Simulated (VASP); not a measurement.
A run of VASP 6.6.1:

The input INCAR:

```
PREC     = Accurate       # precision mode
ENCUT    = 520            # plane-wave cutoff, eV
EDIFF    = 1E-6           # SCF threshold, eV
ISMEAR   = 0              # smearing method
SIGMA    = 0.1            # smearing width, eV
LREAL    = F              # projectors in reciprocal space
LASPH    = T              # aspherical terms in the spheres
NELM     = 100            # most SCF steps
ALGO     = Normal         # electronic algorithm
ISIF     = 2              # what is computed and relaxed
LWAVE    = F              # write WAVECAR
LCHARG   = T              # write CHGCAR
GGA      = PS             # functional
LELF     = T              # ELF
LVHAR    = T            
NBANDS   = 10             # bands
```

KPOINTS

```
Automatic mesh
0
Gamma
  12 12 7
```

Contents of POSCAR:

```
Li
1.0
    3.0518541680      0.0000000000      0.0000000000
   -1.5259270840      2.6429832381      0.0000000000
    0.0000000000      0.0000000000      4.9991346403
Li
2
Direct
    0.3333333333      0.6666666667      0.2500000000
    0.6666666667      0.3333333333      0.7500000000
```

Potentials or basis: VASP PAW PBE potentials, release 64 (Li_sv).

Run with:

```sh
$ cat potpaw_PBE.64/Li_sv/POTCAR > POTCAR
$ mpirun -np 1 vasp_std > vasp.out
```

Hardware: 1 thread of Intel(R) Xeon(R) Platinum 8375C CPU @ 2.90GHz (Ice Lake), on a shared host.

How long does it take, and how much memory?

Wall time 26 s on 1 thread of Intel(R) Xeon(R) Platinum 8375C CPU @ 2.90GHz (Ice Lake), on a shared host, peak memory 0.15 GiB. Counts: scf iterations 10, k points 76.
